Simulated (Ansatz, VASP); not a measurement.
# Pt: VASP beside Ansatz

```xyz
1
Lattice="0.0000 1.9609 1.9609 1.9609 0.0000 1.9609 1.9609 1.9609 0.0000" Properties=species:S:1:pos:R:3 pbc="T T T"
Pt    0.0000    0.0000    0.0000
```

Alike in both runs: task relaxation of cell and atoms; functional revPBE; k mesh 12 × 12 × 12; occupations fermi-dirac, width 0.05 eV; no spin polarisation.

|  | VASP | Ansatz |
| --- | --- | --- |
| version | VASP 6.6.1 | Ansatz 0.2.0 |
| potentials or method | VASP PAW PBE potentials, release 64 (Pt) | Ansatz PAW |
| plane-wave cutoff (eV) | 600 | 420 |
| valence electrons in the cell | 10 | 18 |

|  | VASP | Ansatz | Ansatz less VASP |
| --- | --- | --- | --- |
| gap on the k mesh at the Fermi level, each at its own relaxed structure (eV) | none | none | - |
| relaxed volume (Å³/atom) | 15.82 | 15.85 | +0.026 |
| relaxed cell length with the largest relative difference (Å) | 2.818 | 2.819 | +0.0015 |
| energy change over the relaxation (meV/atom) | -28 | -30 | -2.2 |

A gap of «none» marks a metal or a gap that the smearing closes. The two sets of potentials don't hold the same shells in valence.

Caveats: the PAW data sets were made with another functional, which shifts forces and pressure a little (VASP); the plane-wave basis is chosen anew once the cell has moved, so the energies of steps on either side of that aren't comparable (Ansatz); the PAW data sets come from PBE, with cores solved anew for the run's functional, which leaves a small shift of forces and pressure (Ansatz). Zero-point motion and thermal expansion aren't in these numbers. revPBE gives volumes clearly too large for solids.
